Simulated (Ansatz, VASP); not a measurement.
# One calculation of Fe, two programs

```
Fe
1.0
     0.00000    1.99972    2.00098
     1.47624    0.00000    2.00098
     1.47624    1.99972    0.00000
Fe
1
Direct
  0.00000 0.00000 0.00000
```

Alike in both runs: functional r2SCAN; k mesh 8 × 8 × 8; occupations gaussian, width 0.1 eV; collinear spin.

Ansatz relaxed the structure, and its values are those at the end. VASP's run is a single point on that final structure, the one shown.

|  | VASP | Ansatz |
| --- | --- | --- |
| version | VASP 6.6.1 | Ansatz 0.2.0 |
| potentials or method | VASP PAW PBE potentials, release 64 (Fe) | scalar-relativistic, plane waves, PAW |
| plane-wave cutoff (eV) | 520 | 500 |
| valence electrons in the cell | 8 | 16 |

Ansatz gave:

| Quantity | Value |
| --- | --- |
| gap on the k mesh at the Fermi level (eV) | none |
| pressure (GPa) | 0.1 |
| net moment per atom (μB) | 2.68 |
| size of the moment on the site where the two differ most (μB) | 2.83 |

Question: Estimate VASP's values.

Answer: gap on the k mesh at the Fermi level (eV): none; pressure (GPa): -0.4; net moment per atom (μB): 2.67; size of the moment on the site where the two differ most (μB): 2.74.

Site moments also hang on the region over which each program counts them. A gap of «none» marks a metal or a gap that the smearing closes. The two sets of potentials don't hold the same shells in valence.

Caveats: the k mesh is coarse (spacing up to 0.38 Å⁻¹), so the values aren't converged; the PAW data sets were made with another functional, which shifts forces and pressure a little (VASP).
